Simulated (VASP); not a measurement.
WC:

```
W C
1.0
     2.91659    0.00000    0.00000
    -1.45830    2.52584    0.00000
     0.00000    0.00000    2.83944
W C
1 1
Direct
  0.00000 0.00000 0.00000
  0.66667 0.33333 0.50000
```

The cell is a database's computed one.

```yaml
Program: VASP 6.6.1
Task: relaxation of cell and atoms
Functional: PBEsol
Potentials_or_basis: VASP PAW PBE potentials, release 64 (W_sv, C)
Cutoff: 600 eV
k_mesh: 18 × 18 × 14
Occupations: gaussian, width 0.1 eV
Spin: no spin polarisation
```

At the start: pressure -5.3 GPa; volume 10.46 Å³/atom.

Q: Where does the relaxation end?

A: Over 6 steps the energy falls by 2.5 meV/atom and the volume is 10.31 Å³/atom (-1.4 %); space group P-6m2 (No. 187, to 0.05 Å).

The path:
| step | energy change (eV) | largest force (eV/Å) | pressure (GPa) | volume (Å³) |
| --- | --- | --- | --- | --- |
| 1 | 0.0000 | 0.0000 | -5.34 | 20.92 |
| 2 | 0.0324 | 0.0000 | 16.43 | 19.88 |
| 3 | -0.0049 | 0.0000 | -0.14 | 20.64 |
| 4 | -0.0049 | 0.0000 | 0.09 | 20.63 |
| 5 | -0.0049 | 0.0000 | 0.07 | 20.63 |
| 6 | -0.0049 | 0.0000 | 0.06 | 20.63 |

Final structure:
```yaml
crystal:
  lattice:
    - [2.90084, 0.00000, 0.00000]
    - [-1.45042, 2.51220, 0.00000]
    - [0.00000, 0.00000, 2.83065]
  atoms:
    - { symbol: W, position: [0.00000, 0.00000, 0.00000] }
    - { symbol: C, position: [0.66667, 0.33333, 0.50000] }
```

Caveat: the PAW data sets were made with another functional, which shifts forces and pressure a little.
